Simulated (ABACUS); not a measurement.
SiC (Moissanite 6H):

```
Si C
1.0
     3.09500    0.00000    0.00000
    -1.54750    2.68035    0.00000
     0.00000    0.00000   15.17000
Si C
6 6
Direct
  0.66667 0.33333 0.45830
  0.33333 0.66667 0.95830
  0.66667 0.33333 0.79170
  0.33333 0.66667 0.29170
  0.00000 0.00000 0.62500
  0.00000 0.00000 0.12500
  0.66667 0.33333 0.33330
  0.33333 0.66667 0.83330
  0.66667 0.33333 0.66670
  0.33333 0.66667 0.16670
  0.00000 0.00000 0.50000
  0.00000 0.00000 0.00000
```

Base run:

* Program: ABACUS 3.10.1
* Functional: PBE
* Dispersion: D3
* Potentials or basis: PseudoDojo NC SR 0.4.1 PBE standard
* Cutoff: 1361 eV
* Density cutoff: 5442 eV
* Basis: DZP LCAO (the cutoffs set its grid)
* k mesh: 10 × 10 × 2
* Occupations: fermi-dirac, width 0.05 eV
* Spin: no spin polarisation

Its results: band gap on the k mesh 2.03 eV, indirect (least direct gap 3.15 eV); pressure 2.2 GPa; largest force 0.143 eV/Å.

Question: After a change of settings the same cell gave: band gap on the k mesh 2.03 eV, indirect (least direct gap 3.15 eV); pressure 0.7 GPa; largest force 0.143 eV/Å. Which change was it?
A. dispersion from D3 to none
B. dispersion from D3 to D3(BJ)
C. dispersion from D3 to D2

Answer: C.

Caveats: the atomic orbitals were generated for these runs and aren't a published set; the basis of atomic orbitals isn't converged, which shifts pressures, moduli and gaps.
